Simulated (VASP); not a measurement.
# P (Fd-3m) in VASP: a series of runs

The runs below take P through single point, with revPBE.

Program: VASP 6.6.1. These are calculated values, not measurements. Logs are shortened: lines on timing, memory, paths and dates and some standing lists are left out, and cuts for length are marked.

**1. The crystal as given**

The structure is cubic, space group Fd-3m (No. 227). Conventional cell: a = 5.523 Å, b = 5.523 Å, c = 5.523 Å, α = 90.00°, β = 90.00°, γ = 90.00°. Around P (site symmetry -43m) lie 4 P at 2.39 Å.

This isn't the form of P at room conditions, which is orthorhombic.

**2. Single point, revPBE**

The input, INCAR:

```
SYSTEM = P
ALGO = Fast ; EDIFF = 1E-6
ENCUT = 520 ; GGA = RE
ISIF = 2 ; ISMEAR = -1
LASPH = .TRUE. ; LCHARG = .FALSE.
LREAL = .FALSE. ; LWAVE = .FALSE.
NBANDS = 12 ; NELM = 80
PREC = Accurate ; SIGMA = 0.1
```

The input, KPOINTS:

```
k-points
0
G
  16 16 16
  0 0 0
```

The input, POSCAR:

```
P
1.0
    0.0000000000      2.7617396283      2.7617396283
    2.7617396283      0.0000000000      2.7617396283
    2.7617396283      2.7617396283      0.0000000000
P
2
Direct
    0.1250000000      0.1250000000      0.1250000000
    0.8750000000      0.8750000000      0.8750000000
```

Potentials or basis: VASP PAW PBE potentials, release 64 (P).

Launch:

```bash
> cat potpaw_PBE.64/P/POTCAR > POTCAR
> mpirun -np 1 vasp_std > vasp.out
```

OUTCAR:

```text
SYSTEM = P
   EDIFF = 1E-6
   ENCUT = 520
   GGA = RE
   ISIF = 2
   ISMEAR = -1
   LASPH = .TRUE.
   LREAL = .FALSE.
   NELM = 80
   PREC = Accurate

 ion  position               nearest neighbor table
   1  0.125  0.125  0.125-   2 2.39   2 2.39   2 2.39   2 2.39
   2  0.875  0.875  0.875-   1 2.39   1 2.39   1 2.39   1 2.39

  LATTYP: Found a face centered cubic cell.
 ALAT       =     5.5234792566

  Lattice vectors:

 A1 = (   0.0000000000,   2.7617396283,   2.7617396283)
 A2 = (   2.7617396283,   0.0000000000,   2.7617396283)
 A3 = (   2.7617396283,   2.7617396283,   0.0000000000)

Analysis of symmetry for initial positions (statically):
=====================================================================
 Subroutine PRICEL returns:
 Original cell was already a primitive cell.

 Routine SETGRP: Setting up the symmetry group for a
 face centered cubic supercell.

 Subroutine GETGRP returns: Found 48 space group operations
 (whereof 12 operations were pure point group operations)
 out of a pool of 48 trial point group operations.

The static configuration has the point symmetry D_3d.
 The point group associated with its full space group is O_h .

Analysis of symmetry for dynamics (positions and initial velocities):
=====================================================================
 Subroutine PRICEL returns:
 Original cell was already a primitive cell.

 Routine SETGRP: Setting up the symmetry group for a
 face centered cubic supercell.

 Subroutine GETGRP returns: Found 48 space group operations
 (whereof 12 operations were pure point group operations)
 out of a pool of 48 trial point group operations.

The dynamic configuration has the point symmetry D_3d.
 The point group associated with its full space group is O_h .

 Subroutine INISYM returns: Found 48 space group operations
 (whereof 12 operations are pure point group operations),
 and found     1 'primitive' translations

----------------------------------------------------------------------------------------

                                     Primitive cell

  volume of cell :      42.1287

  direct lattice vectors                    reciprocal lattice vectors
     0.000000000  2.761739628  2.761739628    -0.181045307  0.181045307  0.181045307
     2.761739628  0.000000000  2.761739628     0.181045307 -0.181045307  0.181045307
     2.761739628  2.761739628  0.000000000     0.181045307  0.181045307 -0.181045307

  length of vectors
     3.905689638  3.905689638  3.905689638     0.313579671  0.313579671  0.313579671

  position of ions in fractional coordinates (direct lattice)
     0.125000000  0.125000000  0.125000000
     0.875000000  0.875000000  0.875000000

  ion indices of the primitive-cell ions
   primitive index   ion index
                 1           1
                 2           2

----------------------------------------------------------------------------------------

 KPOINTS: k-points

Automatic generation of k-mesh.
 Grid dimensions read from file:
 generate k-points for:   16   16   16

 Generating k-lattice:

  Cartesian coordinates                     Fractional coordinates (reciprocal lattice)
    -0.011315332  0.011315332  0.011315332     0.062500000  0.000000000  0.000000000
     0.011315332 -0.011315332  0.011315332     0.000000000  0.062500000  0.000000000
     0.011315332  0.011315332 -0.011315332     0.000000000  0.000000000  0.062500000

  Length of vectors
     0.019598729  0.019598729  0.019598729

  Shift w.r.t. Gamma in fractional coordinates (k-lattice)
     0.000000000  0.000000000  0.000000000

 Subroutine IBZKPT returns following result:
 ===========================================

 Found    145 irreducible k-points:

 Following reciprocal coordinates:
            Coordinates               Weight
  0.000000  0.000000  0.000000      1.000000
  0.062500  0.000000  0.000000      8.000000
  0.125000  0.000000  0.000000      8.000000
  0.187500  0.000000  0.000000      8.000000
  0.250000  0.000000  0.000000      8.000000
  0.312500  0.000000  0.000000      8.000000
[... 16 lines left out ...]
 -0.125000  0.062500  0.000000     24.000000
 -0.062500  0.062500  0.000000     12.000000
 [... further k-points ...]
   k-points           NKPTS =    145   k-points in BZ     NKDIM =    145   number of bands    NBANDS=     12
   number of dos      NEDOS =    301   number of ions     NIONS =      2
   total plane-waves  NPLWV =  27000
   dimension x,y,z NGX =    30 NGY =   30 NGZ =   30
   dimension x,y,z NGXF=    60 NGYF=   60 NGZF=   60
   ions per type =               2
   NGX,Y,Z   is equivalent  to a cutoff of  12.77, 12.77, 12.77 a.u.
   NGXF,Y,Z  is equivalent  to a cutoff of  25.54, 25.54, 25.54 a.u.
 SYSTEM =  P
   PREC   = accura    normal or accurate (medium, high low for compatibility)
   ISTART =      0    job   : 0-new  1-cont  2-samecut
   ICHARG =      2    charge: 1-file 2-atom 10-const
   ISPIN  =      1    spin polarized calculation?
   LNONCOLLINEAR =      F non collinear calculations
   LSORBIT =      F    spin-orbit coupling
   LASPH  =      T    aspherical Exc in radial PAW
   ENCUT  =  520.0 eV  38.22 Ry    6.18 a.u.   7.26  7.26  7.26*2*pi/ulx,y,z
   NELM   =     80;   NELMIN=  2; NELMDL= -5     # of ELM steps
   EDIFF  = 0.1E-05   stopping-criterion for ELM
   LREAL  =      F    real-space projection
[... 7 lines left out ...]
   TEBEG  =    0.0;   TEEND  =   0.0 temperature during run
   PSTRESS=    0.0 pullay stress
   NELECT =      10.0000    total number of electrons
   NUPDOWN=      -1.0000    fix difference up-down
   EMIN   =  10.00;   EMAX   =-10.00  energy-range for DOS
   EFERMI =   0.00;   METHOD = LEGACY
   ISMEAR =    -1;   SIGMA  =   0.10  broadening in eV -4-tet -1-fermi 0-gaus
   EFERMI_NEDOS =   21; number of points for ismear=-14 and -15
   IALGO  =     68    algorithm
   IMIX   =      4    mixing-type and parameters
     AMIX     =   0.40;   BMIX     =  1.00
     AMIX_MAG =   1.60;   BMIX_MAG =  1.00
  volume/ion in A,a.u.               =      21.06       142.15
  Fermi-wavevector in a.u.,A,eV,Ry     =   1.013636  1.915495 13.979419  1.027458
  Thomas-Fermi vector in A             =   2.146817
   LORBIT       =      0    0 simple, 1 ext, 2 COOP (PROOUT), +10 PAW based schemes
   GGA     = RE    functional components
   LHFCALC =     F    Hartree Fock is set to
   AEXX    =    0.0000 exact exchange contribution
   IVDW    =     0    specifies the selected vdW correction
   LEPSILON=     F    determine dielectric tensor
   LRPA    =     F    only Hartree local field effects (RPA)
 non-spin polarized calculation
 RMM-DIIS sequential band-by-band and
  energy-cutoff  :      520.00
  volume of cell :       42.13
 maximum number of plane-waves:      1158
 NGX is ok and might be reduce to    30
   NGX = 15   NGY = 15   NGZ = 15

 number of electron      10.0000001 magnetization

 Free energy of the ion-electron system (eV)
  ---------------------------------------------------
  ext. energy  EPLUGINS =         0.00000000
  ---------------------------------------------------
  free energy    TOTEN  =        -9.06123876 eV

  energy without entropy =       -9.01767663  energy(sigma->0) =       -9.03945769

 E-fermi :   5.7587     XC(G=0):  -9.3545

 val. band max:        5.7542490536   @ k =   0.5000   0.3125   0.1250
 cond. band min:       5.7626162388   @ k =  -0.3750   0.3125   0.1250
 fundamental gap:      0.0083671853
 Fermi energy:         5.7586818220

 k-point     1 :       0.0000    0.0000    0.0000
  band No.  band energies     occupation
      1      -9.0658      2.00000
      2       2.1448      2.00000
      3       2.7499      2.00000
      4       2.7499      2.00000
      5       2.7499      2.00000
      6       5.8474      0.58318
      7       5.8474      0.58318
      8       5.8474      0.58318
      9      11.8175      0.00000
     10      12.5545      0.00000
     11      12.5545      0.00000
     12      15.9425      0.00000

 k-point     2 :       0.0625    0.0000    0.0000
  band No.  band energies     occupation
      1      -9.0223      2.00000
      2       1.4080      2.00000
      3       2.6897      2.00000
      4       2.6897      2.00000
      5       3.3150      2.00000
      6       5.9394      0.28197
      7       5.9394      0.28197
      8       5.9662      0.22302
      9      11.9947      0.00000
     10      12.4289      0.00000
     11      12.4289      0.00000
     12      15.7946      0.00000

 k-point     3 :       0.1250    0.0000    0.0000
  band No.  band energies     occupation
      1      -8.8929      2.00000
      2       0.3886      2.00000
      3       2.5352      2.00000
      4       2.5352      2.00000
      5       3.7583      2.00000
      6       6.1781      0.02971
      7       6.1781      0.02971
      8       6.4128      0.00288
      9      12.1793      0.00000
     10      12.1793      0.00000
     11      12.4621      0.00000
     12      15.4860      0.00000
[... 286 lines left out ...]
 k-point    23 :      -0.1250    0.0625    0.0000
  band No.  band energies     occupation
      1      -8.7930      2.00000
      2      -0.0950      2.00000
      3       2.1038      2.00000
      4       2.5648      2.00000
      5       4.0883      2.00000
      6       6.1705      0.03204
      7       6.2648      0.01260
      8       6.9187      0.00002
      9      11.7547      0.00000
     10      12.3545      0.00000
     11      12.7873      0.00000
     12      15.6341      0.00000

 k-point    24 :      -0.0625    0.0625    0.0000
  band No.  band energies     occupation
      1      -8.9500      2.00000
      2       0.7967      2.00000
      3       2.4062      2.00000
      4       2.6828      2.00000
      5       3.7579      2.00000
      6       5.9726      0.21070
      7       5.9994      0.16531
      8       6.3530      0.00523
      9      12.0784      0.00000
     10      12.2713      0.00000
     11      12.4579      0.00000
     12      15.8736      0.00000

 [... further k-points ...]
[... 5 lines left out ...]
  --------------------------------------------------------------------------------------
  -------------------------------------------------------------------------------------
  Total       -0.0230815     -0.0230815     -0.0230815      0.0000000      0.0000000      0.0000000
  in kB       -0.8778013     -0.8778013     -0.8778013      0.0000000      0.0000000      0.0000000
  external PRESSURE =      -0.8778013 kB  Pullay stress =       0.0000000 kB

 VOLUME and BASIS-vectors are now :
 -----------------------------------------------------------------------------
  energy-cutoff  :      520.00
  volume of cell :       42.13
      direct lattice vectors                 reciprocal lattice vectors
     0.000000000  2.761739628  2.761739628    -0.181045307  0.181045307  0.181045307
     2.761739628  0.000000000  2.761739628     0.181045307 -0.181045307  0.181045307
     2.761739628  2.761739628  0.000000000     0.181045307  0.181045307 -0.181045307

 POSITION                                       TOTAL-FORCE (eV/Angst)
 -----------------------------------------------------------------------------------
      0.69043      0.69043      0.69043        -0.000000      0.000000      0.000000
      4.83304      4.83304      4.83304         0.000000     -0.000000     -0.000000
 -----------------------------------------------------------------------------------
    total drift:                               -0.000000      0.000000      0.000000

  FREE ENERGIE OF THE ION-ELECTRON SYSTEM (eV)
  ---------------------------------------------------
  free  energy   TOTEN  =        -9.0612387552 eV

  energy  without entropy=       -9.0176766323  energy(sigma->0) =       -9.03945769
```

Run time: 35 s. Hardware: 1 thread of Intel Xeon 6975P-C (Granite Rapids), shared host; peak memory 0.19 GiB.

Results:

```
Free energy            : -9.0612 eV
Pressure               : -0.1 GPa
Band gap on the k mesh : none (metal or under the smearing width)
```

Caveat: the PAW data sets were made with another functional, which shifts forces and pressure a little.

[end of part 1 of 2]
